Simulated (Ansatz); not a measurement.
Computed with DFT PBE, scalar-relativistic, plane waves, PAW in Ansatz 0.2.0. Settings: cutoff 420 eV, Γ-centred meshes spaced at most about 0.3 Å⁻¹ (2π included), Gaussian smearing. No spin polarisation in the final relaxations.

These are static total energies at zero pressure. All come from trial cells, and lower structures may exist.

Problem. Order these relaxed structures of SiO2 by energy, lowest first, with the energy over the lowest of them.
A.

```
Si O
1.0
     4.37062   -2.57447    0.00000
     4.37062    2.57447    0.00000
    -2.87102    0.00000    8.35861
Si O
4 8
Direct
  0.64880 0.10121 0.37589
  0.10121 0.64880 0.87589
  0.26849 0.73071 0.25069
  0.73071 0.26849 0.75069
  0.50190 0.38182 0.27756
  0.82645 0.94598 0.80216
  0.22028 0.74828 0.06356
  0.74828 0.22028 0.56356
  0.40571 0.96825 0.35934
  0.96825 0.40571 0.85934
  0.94598 0.82645 0.30216
  0.38182 0.50190 0.77756
```

B.

```
Si O
1.0
     0.00000    3.73036    3.73036
     3.73036    0.00000    3.73036
     3.73036    3.73036    0.00000
Si O
2 4
Cartesian
  1.8652 1.8652 1.8652
  0.0000 0.0000 0.0000
  2.7978 0.9326 2.7978
  2.7978 2.7978 0.9326
  0.9326 0.9326 0.9326
  0.9326 2.7978 2.7978
```

Solution. A (0 meV/atom), B (15 meV/atom). Forms: A Cc; B beta-cristobalite type, Fd-3m. Counting O atoms around Si (those within 1.25 times the shortest such distance or 1.15 times the sum of covalent radii): A has Si 4; B has Si 4.

The part of the Crystallography Open Database at hand lists SiO2 in space groups No. 1, 3, 5, 6, 7 and others; sharing a group (Cc and Fd-3m) doesn't make a cell the listed structure. Some candidate types were left out of the draw beforehand, so a known form may be missing.
